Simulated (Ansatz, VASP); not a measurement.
## KCl in VASP and in Ansatz

```
K Cl
1.0
     0.00000   -3.12070   -3.12070
    -3.12070    0.00000   -3.12070
     3.12070    3.12070   -6.24141
K Cl
2 2
Direct
  0.46684 0.56140 0.49349
  0.07220 0.92558 0.99349
  0.72847 0.75718 0.75718
  0.22847 0.25718 0.25718
```

Change from the starting cell: mode 4 frozen in at -0.272 Å and mode 9 at -0.090 Å (largest displacements).

Alike in both runs: task single point; functional PBEsol; k mesh 6 × 6 × 6; occupations gaussian, width 0.05 eV; no spin polarisation.

|  | VASP | Ansatz |
| --- | --- | --- |
| version | VASP 6.6.1 | Ansatz 0.2.0 |
| potentials or method | VASP PAW PBE potentials, release 64 (K_sv, Cl) | scalar-relativistic, plane waves, PAW |
| plane-wave cutoff (eV) | 520 | 420 |
| valence electrons in the cell | 32 | 32 |

|  | VASP | Ansatz | Ansatz less VASP |
| --- | --- | --- | --- |
| gap on the k mesh at the Fermi level (eV) | 5.11 | 5.12 | +0.004 |
| least direct gap on the mesh (eV) | 5.11 | 5.12 | +0.004 |
| pressure (GPa) | 0.9 | 0.8 | -0.06 |
| largest component of the traceless stress (GPa) | 0.88 | 0.86 | -0.018 |
| rms of the force components (eV/Å) | 0.273 | 0.268 | -0.0050 |

Atom by atom the forces differ by 0.005 eV/Å (rms over components). With one functional, cell and mesh, what is left measures potentials, basis and numerics.

Caveats: the PAW data sets were made with another functional, which shifts forces and pressure a little (VASP). A k mesh can miss the band edges.
